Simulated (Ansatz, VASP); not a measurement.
# LiCl in VASP and in Ansatz

The input INCAR:

```
PREC = Accurate
ENCUT = 520
EDIFF = 1E-6
ISMEAR = -1
SIGMA = 0.02
LREAL = F
LASPH = T
NELM = 100
ALGO = Normal
ISIF = 2
LWAVE = F
LCHARG = F
GGA = PE
NBANDS = 12
```

The input KPOINTS:

```
regular mesh
0
Gamma
  8 8 8
```

File POSCAR:

```
LiCl
1.0
    0.0000000000      2.5910427516      2.5560252063
    2.5910427516      0.0000000000      2.5560252063
    2.5910427516      2.5910427516      0.0000000000
Li Cl
1 1
Direct
    0.0000000000      0.0000000000      0.0000000000
    0.5000000000      0.5000000000      0.5000000000
```

Input for Ansatz:

```yaml
crystal:
  lattice:
    - [0.0, 2.5910427516, 2.5560252063]
    - [2.5910427516, 0.0, 2.5560252063]
    - [2.5910427516, 2.5910427516, 0.0]
  atoms:
    - { symbol: Li, position: [0.0, 0.0, 0.0] }
    - { symbol: Cl, position: [0.5, 0.5, 0.5] }
kpoints:
  mp_grid: { grid: [8, 8, 8] }
  band_path:
    path:
      - [0.0, 0.0, 0.0]
      - [0.5, 0.0, 0.5]
      - [0.625, 0.25, 0.625]
      - [0.375, 0.375, 0.75]
      - [0.5, 0.5, 0.5]
      - [0.5, 0.25, 0.75]
      - [0.052083, 0.052083, 0.104167]
    npoints: 1
hamiltonian:
  xc: pbe
scf:
  occupations: { method: fermi_dirac, width: 0.02 }
  n_extra_bands: 4
output:
  forces: true
  stress: true
  eigenvalues: true
```

Change from the starting cell: biaxial_xy strain +1.4%.

Alike in both runs: task single point; functional PBE; k mesh 8 × 8 × 8; occupations fermi-dirac, width 0.02 eV; no spin polarisation.

|  | VASP | Ansatz |
| --- | --- | --- |
| version | VASP 6.6.1 | Ansatz 0.2.0 |
| potentials or method | VASP PAW PBE potentials, release 64 (Li_sv, Cl) | plane waves, PAW |
| plane-wave cutoff (eV) | 520 | 420 |
| valence electrons in the cell | 10 | 10 |

```csv
,VASP,Ansatz,Ansatz less VASP
gap on the k mesh at the Fermi level (eV),6.23,6.22,-0.012
```

 A k mesh can miss the band edges.
